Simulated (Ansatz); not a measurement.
## H: settings compared (Ansatz)

Input:

```yaml
crystal:
  lattice:
    - [0.0, 2.440473, 0.0]
    - [2.772616, -1.220236, 0.0]
    - [0.0, 0.0, -11.482005]
  atoms:
    - { symbol: H, position: [0.829, 0.658, 0.75] }
    - { symbol: H, position: [0.171, 0.342, 0.25] }
  symmetry: { tolerance: 0.0003 }
kpoints:
  mp_grid: { grid: [8, 8, 2], shift: [0, 0, 0] }
magnetization:
  spin_polarized: false
scf:
  occupations: { method: gaussian, width: 0.0132 }
hamiltonian:
  pseudopotentials: { kind: paw }
  xc: pbe
basis:
  ecutwfc: 420
output:
  forces: true
  stress: true
  eigenvalues: true
  write_density: true
  write_potential: true
  elf: true
  volumetric_format: npy
```

Launch command:

```bash
ansatz run input.yaml --threads 1 --pin off --max-ram 2560MiB --backend cpu --events-out ev --progress --plain --runs-dir out
```

Origin of the cell: a known structure type with other elements, at an estimated volume, so it need not be a known compound.

Output of this run (shortened):

```
SCF iter   1: F=—  HF=-26.659499 eV  Δρ=1.43e-3  dr2=1.64e-3
SCF iter   2: F=—  HF=-26.668089 eV  Δρ=5.43e-4  dr2=2.56e-4
SCF iter   3: F=—  HF=-26.668388 eV  Δρ=2.80e-4  dr2=4.10e-5
SCF iter   4: F=—  HF=-26.668672 eV  Δρ=7.60e-5  dr2=2.83e-6
SCF iter   5: F=-26.668693 eV  HF=-26.668693 eV  Δρ=9.61e-6  dr2=7.75e-8
SCF iter   6: F=-26.668693 eV  HF=-26.668693 eV  Δρ=2.63e-6  dr2=4.73e-9
WARN: The input density's exchange-correlation potential varies sharply where the density is thin. Do not read a vacuum level from v_tot or v_xc, or from such a field of the output density. O […]
SCF 1 converged in 6 iterations: F = -26.668693 eV  dr2 = 4.73e-9
SCF converged after 6 iterations
Free energy (F): -26.668693 eV
Harris-Foulkes:  -26.668693 eV  (|F-HF|=2.05e-8)
Internal energy: -26.667832 eV  (E = F + TS)
E sigma→0 (E₀):  -26.668262 eV
Entropy (-TS):   -0.000862 eV (-0.431 meV/atom)
Fermi energy:    -5.949841 eV
--- Per-component energies (eV) ---
  E_band       = -13.700440
  E_kinetic    = 18.419128
  E_local      = -32.862855  (includes V_loc(G=0)·N_el)
  E_nonlocal   = 2.009231
  E_hartree    = 7.934353
  E_xc         = -12.812966
  E_vxc        = -16.421640  (∫ρ·V_xc dr)
  E_paw        = -0.579282  (= ΣΔE_a)
  E_vpaw       = -0.711732  (= ΣTr[D̂ρ^β])
  E_aug_tail   = -0.001535  (compensation charges beyond the density's cutoff)
  E_ewald      = -8.773905
  E_smearing   = -0.000862  (= −TS)
  Σ components = -26.668693   (vs F -26.668693, Δ=0.00e0)
--- Forces (eV/Å), atoms counted from 1 ---
  atom   1  H     -0.000098    -0.000000     0.000000
  atom   2  H      0.000098     0.000000    -0.000000
  max |Σ_I F_I| component: 0.0 eV/Å
--- Stress (GPa, compression-positive) ---
       -1.646645       0.000001      -0.000000
        0.000001      -8.665124       0.000000
       -0.000000       0.000000      -0.012299
  P = ⅓ Tr σ = -3.4414 GPa (-34.414 kbar)
```

The same input was run again with these changes:

1. `scf.occupations.width` 0.0132 → default; `scf.occupations.method` gaussian → tetrahedron_uncorrected
2. `hamiltonian.pseudopotentials` { kind: paw } → { kind: paw, source: jth }
3. `scf.initial_density.chi_scale` default → 0.3; `kpoints.mp_grid.shift` [0, 0, 0] → [0.5, 0.5, 0.5]
4. `hamiltonian.xc` pbe → revpbe; `basis.ecutrho_ratio` default → 4; `basis.ecutwfc` 420 → "29.4 Ry"

| run | end | SCF iterations | P (GPa) | max force component (eV/Å) | moment (μB) | ΔE(σ→0) (meV/atom) |
| --- | --- | --- | --- | --- | --- | --- |
| base | converged | 6 | -3.44 | 0.000 | – | 0 |
| 1 | converged | 6 | -3.16 | 0.000 | – | 52.32 |
| 2 | converged | 6 | -3.44 | 0.000 | – | – |
| 3 | converged | 5 | -3.39 | 0.000 | – | 9.87 |
| 4 | converged | 6 | -3.26 | 0.000 | – | – |

Energies are compared only where functional, datasets, charge and starting cell are the same.

Caveats of the base run: the exchange-correlation potential is rough where the density is thin; the k mesh is coarse if the cell is a metal.

Run 2: the cutoff lies below the datasets' advice.
Run 3: the k mesh keeps only part of the crystal's symmetry.
Run 4: forces of this functional can be a tenth off on datasets made under PBE; the cutoff lies below the datasets' advice.

The base run ran for 1.3 s of wall time on 1 CPU thread(s) of a shared host, from the program's own first density.
